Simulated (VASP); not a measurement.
A run of VASP 6.6.1:

The input POSCAR:

```
NiO
1.0
    0.0000000000      2.0859016414      2.0859016414
    2.0859016414      0.0000000000      2.0859016414
    2.0859016414      2.0859016414      0.0000000000
Ni O
1 1
Direct
    0.0000000000      0.0000000000      0.0000000000
    0.5000000000      0.5000000000      0.5000000000
```

Contents of INCAR.step1:

```
PREC     = Accurate       # precision mode
ENCUT    = 600            # plane-wave cutoff, eV
EDIFF    = 1E-8           # SCF threshold, eV
ISMEAR   = -1             # smearing method
SIGMA    = 0.05           # smearing width, eV
LREAL    = False          # projectors in reciprocal space
LASPH    = True           # aspherical terms in the spheres
NELM     = 120            # most SCF steps
ALGO     = Fast           # electronic algorithm
ISIF     = 3              # what is computed and relaxed
LWAVE    = False          # write WAVECAR
LCHARG   = False          # write CHGCAR
ISPIN    = 2              # spin polarisation
MAGMOM   = 1 0            # initial moments
LORBIT   = 11             # projections on sites
LMAXMIX  = 4              # l up to which the mixer works
IBRION   = 2              # ionic algorithm
NSW      = 40             # ionic steps
EDIFFG   = -0.002         # ionic threshold
```

File INCAR.step2:

```
PREC     = Accurate       # precision mode
ENCUT    = 600            # plane-wave cutoff, eV
EDIFF    = 1E-8           # SCF threshold, eV
ISMEAR   = -1             # smearing method
SIGMA    = 0.05           # smearing width, eV
LREAL    = False          # projectors in reciprocal space
LASPH    = True           # aspherical terms in the spheres
NELM     = 120            # most SCF steps
ALGO     = Fast           # electronic algorithm
ISIF     = 3              # what is computed and relaxed
LWAVE    = False          # write WAVECAR
LCHARG   = False          # write CHGCAR
ISPIN    = 2              # spin polarisation
MAGMOM   = 1 0            # initial moments
LORBIT   = 11             # projections on sites
LMAXMIX  = 4              # l up to which the mixer works
IBRION   = 6              # ionic algorithm
NFREE    = 2            
POTIM    = 0.015          # step
NSW      = 1              # ionic steps
```

The input KPOINTS:

```
Automatic mesh
0
Gamma
  8 8 8
```

Potentials or basis: VASP PAW LDA potentials, release 64 (Ni, O).

Launch:

```bash
$ cat potpaw_LDA.64/Ni/POTCAR potpaw_LDA.64/O/POTCAR > POTCAR
$ cp INCAR.step1 INCAR
$ mpirun -np 1 vasp_std > vasp.out
$ cp CONTCAR POSCAR
$ cp INCAR.step2 INCAR
$ mpirun -np 1 vasp_std > vasp.out
```

Hardware: 1 thread of Intel(R) Xeon(R) 6975P-C (Granite Rapids), on a shared host.

How long does it take, and how much memory?

Wall time 6.6 min on 1 thread of Intel(R) Xeon(R) 6975P-C (Granite Rapids), on a shared host, peak memory 0.25 GiB. Counts: scf iterations 402, k points 29, ion steps 6.
